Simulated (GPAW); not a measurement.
# Pd (Im-3m) in GPAW: a series of runs

The runs below take Pd through single point, with PBE.

All numbers are computed with GPAW 26.7.0; they aren't measurements. Logs are shortened: lines on timing, memory, paths and dates and some standing lists are left out, and cuts for length are marked. The log counts tension as positive stress, the text compression.

## Step 1: Starting point

It takes space group Im-3m (No. 229, cubic). The conventional cell has a = 3.145 Å, b = 3.145 Å, c = 3.145 Å, α = 90.00°, β = 90.00°, γ = 90.00°. Pd (site symmetry m-3m) is surrounded by 8 Pd at 2.72 Å.

This isn't the form of Pd at room conditions, which is fcc.

## Step 2: Single point, PBE

run.py reads:

```python
from ase import Atoms
from ase.dft.bandgap import bandgap
from ase.io import write
from ase.units import GPa
from gpaw import GPAW, PW

atoms = Atoms(['Pd'],
              cell=[[-1.572281, 1.572281, 1.572281],
                    [1.572281, -1.572281, 1.572281],
                    [1.572281, 1.572281, -1.572281]],
              scaled_positions=[[0.0, 0.0, 0.0]],
              pbc=True)

calc = GPAW(mode=PW(600),
            xc='PBE',
            kpts={'size': (12, 12, 12), 'gamma': True},
            occupations={'name': 'methfessel-paxton', 'order': 0, 'width': 0.1},
            nbands=17,
            convergence={'density': 1e-05, 'energy': 1e-05},
            maxiter=150,
            txt='gpaw.txt')
atoms.calc = calc
energy = atoms.get_potential_energy()
forces = atoms.get_forces()
stress = atoms.get_stress()
calc.write('gs.gpw')
write('result.traj', atoms)
print(f'Energy: {energy:.6f} eV')
print('Forces (eV/A):')
print(forces.round(4))
print('Stress (GPa):', (stress / GPa).round(3))
print('Fermi level:', round(calc.get_fermi_level(), 4), 'eV')
print(f'Gap: {bandgap(calc)[0]:.4f} eV, direct: {bandgap(calc, direct=True)[0]:.4f} eV')
```

Potentials or basis: GPAW PAW data sets (gpaw-data 1.2.1), pw.

On the command line:

```
> OMP_NUM_THREADS=1 python run.py
```

gpaw.txt:

```text
__  _  _
 | _ |_)|_||  |
 |__||  | ||/\| - 26.7.0

Input parameters:
  mode=PW(ecut=600.0),
  convergence={'density': 1e-05, 'energy': 1e-05},
  kpts=MonkhorstPack(size=(12, 12, 12), gamma=True),
  maxiter=150,
  nbands=17,
  occupations=Occupations(name='methfessel-paxton', order=0, width=0.1),
  xc=XC(name='PBE')

Diagonalizing LCAO Hamiltonian
Converting LCAO to pw mode

       Pd

Atoms  # Å, Bohr magnetons
|   | symbol |        x |        y |        z |    initial magnetic moments |
|---|--------|----------|----------|----------|-----------------------------|
| 0 |     Pd | 0.000000 | 0.000000 | 0.000000 | ( 0.0000,  0.0000,  0.0000) |

Unit cell  # Å
| periodic |         x |         y |         z |  lengths |     angles |
|----------|-----------|-----------|-----------|----------|------------|
|      yes | -1.572281 |  1.572281 |  1.572281 | 2.723271 | 109.471221 |
|      yes |  1.572281 | -1.572281 |  1.572281 | 2.723271 | 109.471221 |
|      yes |  1.572281 |  1.572281 | -1.572281 | 2.723271 | 109.471221 |

Number of symmetries: 48
Symmetry operations  # r_c * U_cc + t_c -> r_c
|    | kind |            matrix            |
|----|------|------------------------------|
|  0 |  σ   |  1, 1, 1,  0, 0,-1,  0,-1, 0 |
|  1 |  C4  |  1, 1, 1,  0, 0,-1, -1, 0, 0 |
|  2 |  C2  |  1, 1, 1,  0,-1, 0,  0, 0,-1 |
|  3 |  S6  |  1, 1, 1,  0,-1, 0, -1, 0, 0 |
|  4 |  S6  |  1, 1, 1, -1, 0, 0,  0, 0,-1 |
|  5 |  C4  |  1, 1, 1, -1, 0, 0,  0,-1, 0 |
|  6 |  E   |  1, 0, 0,  0, 1, 0,  0, 0, 1 |
|  7 |  σ   |  1, 0, 0,  0, 1, 0, -1,-1,-1 |
|  8 |  σ   |  1, 0, 0,  0, 0, 1,  0, 1, 0 |
|  9 |  C3  |  1, 0, 0,  0, 0, 1, -1,-1,-1 |
| 10 |  C3  |  1, 0, 0, -1,-1,-1,  0, 1, 0 |
| 11 |  σ   |  1, 0, 0, -1,-1,-1,  0, 0, 1 |
| 12 |  σ   |  0, 1, 0,  1, 0, 0,  0, 0, 1 |
| 13 |  C2  |  0, 1, 0,  1, 0, 0, -1,-1,-1 |
| 14 |  C3  |  0, 1, 0,  0, 0, 1,  1, 0, 0 |
| 15 |  S4  |  0, 1, 0,  0, 0, 1, -1,-1,-1 |
| 16 |  S4  |  0, 1, 0, -1,-1,-1,  1, 0, 0 |
| 17 |  C3  |  0, 1, 0, -1,-1,-1,  0, 0, 1 |
| 18 |  C3  |  0, 0, 1,  1, 0, 0,  0, 1, 0 |
| 19 |  S4  |  0, 0, 1,  1, 0, 0, -1,-1,-1 |
| 20 |  σ   |  0, 0, 1,  0, 1, 0,  1, 0, 0 |
| 21 |  C3  |  0, 0, 1,  0, 1, 0, -1,-1,-1 |
| 22 |  C2  |  0, 0, 1, -1,-1,-1,  1, 0, 0 |
| 23 |  S4  |  0, 0, 1, -1,-1,-1,  0, 1, 0 |
| 24 |  C4  |  0, 0,-1,  1, 1, 1,  0,-1, 0 |
| 25 |  σ   |  0, 0,-1,  1, 1, 1, -1, 0, 0 |
| 26 |  S6  |  0, 0,-1,  0,-1, 0,  1, 1, 1 |
| 27 |  C2  |  0, 0,-1,  0,-1, 0, -1, 0, 0 |
| 28 |  C4  |  0, 0,-1, -1, 0, 0,  1, 1, 1 |
| 29 |  S6  |  0, 0,-1, -1, 0, 0,  0,-1, 0 |
| 30 |  S6  |  0,-1, 0,  1, 1, 1,  0, 0,-1 |
| 31 |  C4  |  0,-1, 0,  1, 1, 1, -1, 0, 0 |
| 32 |  C4  |  0,-1, 0,  0, 0,-1,  1, 1, 1 |
| 33 |  S6  |  0,-1, 0,  0, 0,-1, -1, 0, 0 |
| 34 |  σ   |  0,-1, 0, -1, 0, 0,  1, 1, 1 |
| 35 |  C2  |  0,-1, 0, -1, 0, 0,  0, 0,-1 |
| 36 |  C2  | -1, 0, 0,  1, 1, 1,  0, 0,-1 |
| 37 |  S6  | -1, 0, 0,  1, 1, 1,  0,-1, 0 |
| 38 |  S6  | -1, 0, 0,  0, 0,-1,  1, 1, 1 |
| 39 |  C2  | -1, 0, 0,  0, 0,-1,  0,-1, 0 |
| 40 |  C2  | -1, 0, 0,  0,-1, 0,  1, 1, 1 |
| 41 |  i   | -1, 0, 0,  0,-1, 0,  0, 0,-1 |
| 42 |  S4  | -1,-1,-1,  1, 0, 0,  0, 1, 0 |
| 43 |  C3  | -1,-1,-1,  1, 0, 0,  0, 0, 1 |
| 44 |  C3  | -1,-1,-1,  0, 1, 0,  1, 0, 0 |
| 45 |  σ   | -1,-1,-1,  0, 1, 0,  0, 0, 1 |
| 46 |  S4  | -1,-1,-1,  0, 0, 1,  1, 0, 0 |
| 47 |  C2  | -1,-1,-1,  0, 0, 1,  0, 1, 0 |

BZ-sampling:
  Number of BZ points: 1728
  Number of IBZ points: 72

  Monkhorst-Pack size: [12, 12, 12]
  Monkhorst-Pack shift: [0.041666666666666664, 0.041666666666666664, 0.041666666666666664]

K-points  # in reciprocal-cell coordinates
|     |                                coordinates |     weight |
|-----|--------------------------------------------|------------|
|   0 | ( -0.00000000,  -0.00000000,  -0.00000000) | 0.00057870 |
|   1 | (  0.08333333,  -0.00000000,  -0.00000000) | 0.00694444 |
|   2 | (  0.08333333,   0.08333333,  -0.08333333) | 0.00347222 |
|   3 | (  0.16666667,  -0.00000000,  -0.08333333) | 0.01388889 |
|   4 | (  0.16666667,  -0.00000000,  -0.00000000) | 0.00694444 |
|   5 | (  0.16666667,   0.08333333,  -0.08333333) | 0.01388889 |
|   6 | (  0.16666667,   0.16666667,  -0.16666667) | 0.00347222 |
|   7 | (  0.25000000,  -0.08333333,  -0.08333333) | 0.00462963 |
|   8 | (  0.25000000,  -0.00000000,  -0.08333333) | 0.02777778 |
|   9 | (  0.25000000,  -0.00000000,  -0.00000000) | 0.00694444 |
| ... |                                            |            |
|  71 | (  0.50000000,   0.50000000,   0.50000000) | 0.00057870 |

Plane wave coefficients: 539
Cutoff: 600.0 eV

Spin-components: 1 (collinear spins)
Bands:           17
Projectors:      6
Spin-degeneracy: 2
Datatype:        complex128

Parallelization:
  kpt:    1
  domain: 1
  band:   1

Density:
  Valence electrons: 16.0
  Components: 1
  Grid points: [16 16 16]
  Charge: 0.0  # |e|

Potential:
  Grid points: [16 16 16]

species:
  Pd:
    name:    Palladium
    Z:       46.0
    valence: 16
    core:    30
    charge:  0.0  # [|e|]
    compensation charges:
      type: gauss
      rc: 0.38  # [Å]
      lmax: 2
    cutoffs:
      filter: 2.38  # [Å]
      core: 2.28  # [Å]
    projectors
    | kind |    occ | energy [eV] | rcut [Å] |
    |------|--------|-------------|----------|
    |   5s |  0.000 |      -3.315 |    1.228 |
    |   4p |  6.000 |     -51.209 |    1.360 |
    |   5p |  0.000 |      -0.314 |    1.360 |
    |   4d | 10.000 |      -4.047 |    1.228 |
    |    s |        |      23.896 |    1.228 |
    |    d |        |      23.165 |    1.228 |

    Using partial waves for Pd as LCAO basis

Reference energy: -137227.490718  # eV

eigensolver:
  PPCG
  Converge bands: occupied
  niter=2

density mixing:
  MSR1-Mixer
  Pratt-step length: 0.05
  Maximum mixing coefficient: 0.75
  Old densities: 10
  SVD Regularization: 0.005
  Good broyden scale: 1.0
  Trust region scale: 1.0
  Backstep threshold: 4.0
  History deletion threshold: 6.0
  Fourier metric: weight=20.0, sigma=0.015

occupation numbers:
  Methfessel-Paxton:
    width: 0.1000  # eV
    order: 0

poisson solver:
  ecut: 4800.0  # eV

xc functional:
  name: PBE with 2 nearest neighbor stencil

convergence criteria:
[... 6 lines left out ...]
|iter     | |      energy | eigst |  dens |
|---------|-|-------------|-------|-------|
|iter:   1| |   -4.811615 | -0.23 |       |
|iter:   2| |   -4.567898 | -2.60 | -0.98 |
|iter:   3| |   -3.849965 | -1.44 | -1.04 |
|iter:   4| |   -3.841861 | -3.34 | -2.01 |
|iter:   5| |   -3.839207 | -3.55 | -2.17 |
|iter:   6| |   -3.839208 | -6.20 | -3.58 |
|iter:   7| |   -3.839209c| -7.62c| -4.04 |
|iter:   8| |   -3.839209c| -8.40c| -5.14c|

Converged in 8 steps
Energy contributions relative to reference atoms: (reference = -137227.490718)

Energy contributions:
  Kinetic:          -3.967476
  Coulomb:          -0.821513
  Zero:             -0.166222
  External:          0.000000
  Xc:                1.119080
  Entropy:          -0.006155
  Spinorbit:         0.000000
  ----------------------------
  Free energy:      -3.842286
  Extrapolated:     -3.839209

dipole moment: (-4.654701, -4.654701, -4.654701)  # |e|*Ang

Fermi level: 8.635
Eigenvalues  # (at kpt = [-0.000, -0.000, -0.000])
| band index |      eig [eV] | occ [0-2] |
|------------|---------------|-----------|
|          0 |       -40.859 |     2.000 |
|          1 |       -40.859 |     2.000 |
|          2 |       -40.859 |     2.000 |
|          3 |         1.917 |     2.000 |
|          4 |         5.925 |     2.000 |
|          5 |         5.925 |     2.000 |
[... 9 lines left out ...]
|         15 |        39.755 |     0.000 |
|         16 |        39.755 |     0.000 |

No gap
No difference between direct/indirect transitions

Forces  # eV/Ang
|        x |        y |       z |
|----------|----------|---------|
| -0.00000 | -0.00000 | 0.00000 |  # Pd   0

Stress tensor  # eV/Ang^3
|         x |         y |         z |
|-----------|-----------|-----------|
|  0.007301 | -0.000000 | -0.000000 |
| -0.000000 |  0.007301 | -0.000000 |
| -0.000000 | -0.000000 |  0.007301 |

# Writing to gs.gpw (mode='')
```

It took 7.5 s on 1 thread of Arm Neoverse V2, shared host; peak memory 0.13 GiB.

What came out:

```yaml
Free_energy: -3.8423 eV
Pressure: -1.2 GPa
Band_gap_on_the_k_mesh: none (metal or under the smearing width)
```

## Step 3: Single point, PBE

run.py reads:

```python
from ase.dft.bandgap import bandgap
from ase.io import read, write
from ase.units import Bohr, GPa
from gpaw import GPAW, PW
from gpaw.elf import elf_from_dft_calculation

atoms = read('Pd.xyz')

calc = GPAW(mode=PW(600),
            xc='PBE',
            kpts={'size': (12, 12, 12), 'gamma': True},
            occupations={'name': 'methfessel-paxton', 'order': 0, 'width': 0.02},
            nbands=17,
            convergence={'density': 1e-05, 'energy': 1e-05},
            maxiter=150,
            txt='gpaw.txt')
atoms.calc = calc
energy = atoms.get_potential_energy()
forces = atoms.get_forces()
stress = atoms.get_stress()
calc.write('gs.gpw')
write('result.traj', atoms)
print(f'Energy: {energy:.6f} eV')
print('Forces (eV/A):')
print(forces.round(4))
print('Stress (GPa):', (stress / GPa).round(3))
print('Fermi level:', round(calc.get_fermi_level(), 4), 'eV')
print(f'Gap: {bandgap(calc)[0]:.4f} eV, direct: {bandgap(calc, direct=True)[0]:.4f} eV')

# fields on the real-space grid
write('density.cube', atoms, data=calc.get_pseudo_density() * Bohr**3)
write('potential.cube', atoms, data=calc.get_electrostatic_potential())
write('elf.cube', atoms, data=elf_from_dft_calculation(calc).data)
```

Pd.xyz reads:

```xyz
1
Lattice="-1.5722810000 1.5722810000 1.5722810000 1.5722810000 -1.5722810000 1.5722810000 1.5722810000 1.5722810000 -1.5722810000" Properties=species:S:1:pos:R:3 pbc="T T T"
Pd     0.0000000000      0.0000000000      0.0000000000
```

Potentials or basis: GPAW PAW data sets (gpaw-data 1.2.1), pw.

On the command line:

```
> OMP_NUM_THREADS=1 python run.py
```

gpaw.txt:

```text
__  _  _
 | _ |_)|_||  |
 |__||  | ||/\| - 26.7.0

Input parameters:
  mode=PW(ecut=600.0),
  convergence={'density': 1e-05, 'energy': 1e-05},
  kpts=MonkhorstPack(size=(12, 12, 12), gamma=True),
  maxiter=150,
  nbands=17,
  occupations=Occupations(name='methfessel-paxton', order=0, width=0.02),
  xc=XC(name='PBE')

Diagonalizing LCAO Hamiltonian
Converting LCAO to pw mode

       Pd

Atoms  # Å, Bohr magnetons
|   | symbol |        x |        y |        z |    initial magnetic moments |
|---|--------|----------|----------|----------|-----------------------------|
| 0 |     Pd | 0.000000 | 0.000000 | 0.000000 | ( 0.0000,  0.0000,  0.0000) |

Unit cell  # Å
| periodic |         x |         y |         z |  lengths |     angles |
|----------|-----------|-----------|-----------|----------|------------|
|      yes | -1.572281 |  1.572281 |  1.572281 | 2.723271 | 109.471221 |
|      yes |  1.572281 | -1.572281 |  1.572281 | 2.723271 | 109.471221 |
|      yes |  1.572281 |  1.572281 | -1.572281 | 2.723271 | 109.471221 |

Number of symmetries: 48
Symmetry operations  # r_c * U_cc + t_c -> r_c
|    | kind |            matrix            |
|----|------|------------------------------|
[... 171 lines left out ...]
Energy contributions relative to reference atoms: (reference = -137227.490718)

Energy contributions:
  Kinetic:          -4.006923
  Coulomb:          -0.790676
  Zero:             -0.165966
  External:          0.000000
  Xc:                1.125057
  Entropy:          -0.000508
  Spinorbit:         0.000000
  ----------------------------
  Free energy:      -3.839016
  Extrapolated:     -3.838762

dipole moment: (-4.654856, -4.654856, -4.654856)  # |e|*Ang

Fermi level: 8.614
Eigenvalues  # (at kpt = [-0.000, -0.000, -0.000])
| band index |      eig [eV] | occ [0-2] |
|------------|---------------|-----------|
|          0 |       -40.861 |     2.000 |
|          1 |       -40.861 |     2.000 |
|          2 |       -40.861 |     2.000 |
|          3 |         1.917 |     2.000 |
|          4 |         5.924 |     2.000 |
|          5 |         5.924 |     2.000 |
[... 9 lines left out ...]
|         15 |        39.755 |     0.000 |
|         16 |        39.755 |     0.000 |

No gap
No difference between direct/indirect transitions

Forces  # eV/Ang
|        x |        y |       z |
|----------|----------|---------|
| -0.00000 | -0.00000 | 0.00000 |  # Pd   0

Stress tensor  # eV/Ang^3
|         x |         y |         z |
|-----------|-----------|-----------|
|  0.007788 | -0.000000 | -0.000000 |
| -0.000000 |  0.007788 |  0.000000 |
| -0.000000 |  0.000000 |  0.007788 |

# Writing to gs.gpw (mode='')
```

Run time: 8.3 s. Hardware: 1 thread of Arm Neoverse V2, shared host; peak memory 0.14 GiB.

Results:

```
Free energy            : -3.8390 eV
Pressure               : -1.2 GPa
Band gap on the k mesh : none (metal or under the smearing width)
```
